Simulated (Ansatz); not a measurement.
**Effect of tensor shear ε_xz = −1.34 % on BeO**

Base system: BeO in the wurtzite structure (space group P6_3mc, No. 186; a = 2.7118 Å, c = 4.4046 Å). Axes: x lies along a and z along c of the hexagonal cell.

One thing is altered: tensor shear ε_xz = −1.34 % (engineering shear γ = -0.0268); the atoms relax in the strained cell.

Method: PBE (Ansatz, a first-principles code), no SOC. Γ-centred 14×14×8 mesh, Fermi–Dirac width 0.05 eV.

```json
[
 {"quantity": "volume per atom", "base": "7.01 Å³", "changed": "7.01 Å³", "shift": "0.00 Å³"},
 {"quantity": "space group", "base": "P6_3mc (No. 186)", "changed": "Cc (No. 9)", "shift": "–"},
 {"quantity": "shortest interatomic distance", "base": "1.656 Å", "changed": "1.648 Å", "shift": "-0.008 Å"},
 {"quantity": "energy relative to the base (free energy F)", "base": "0 meV/atom", "changed": "+2.2 meV/atom", "shift": "+2.2 meV/atom"},
 {"quantity": "pressure (mean of the normal stresses, compression positive)", "base": "0.00 GPa", "changed": "0.04 GPa", "shift": "+0.04 GPa"},
 {"quantity": "band gap", "base": "7.45 eV", "changed": "7.38 eV", "shift": "-0.07 eV"},
 {"quantity": "gap character", "base": "direct at Γ", "changed": "direct at Γ", "shift": "–"},
 {"quantity": "electron mass", "base": "0.53 mₑ along c, 0.60 mₑ across (at Γ)", "changed": "0.53 mₑ along z, 0.60 mₑ across (at Γ)", "shift": "–"},
 {"quantity": "valence-band top at Γ (three highest levels, from the VBM)", "base": "0.00, -0.04, -0.04 eV", "changed": "0.00, -0.10, -0.16 eV", "shift": "–"},
 {"quantity": "stress (xx, yy, zz, yz, xz, xy; compression positive)", "base": "–", "changed": "(-0.06, 0.05, 0.14, 0.00, 3.68, 0.00) GPa", "shift": "–"}
]
```

Final structure:

```
CELL_PARAMETERS angstrom
      2.71181     0.00000    -0.03634
     -1.35591     2.34850     0.01817
     -0.05902     0.00000     4.40456
ATOMIC_POSITIONS crystal
  Be 0.66584 0.33344 0.00146
  Be 0.33241 0.66656 0.50146
  O  0.66739 0.33303 0.62374
  O  0.33436 0.66697 0.12374
```

Masses are band curvatures over ±0.01 Å⁻¹ around the edge. Stability against distortions was not tested. k-point labels follow each cell's own Brillouin zone.
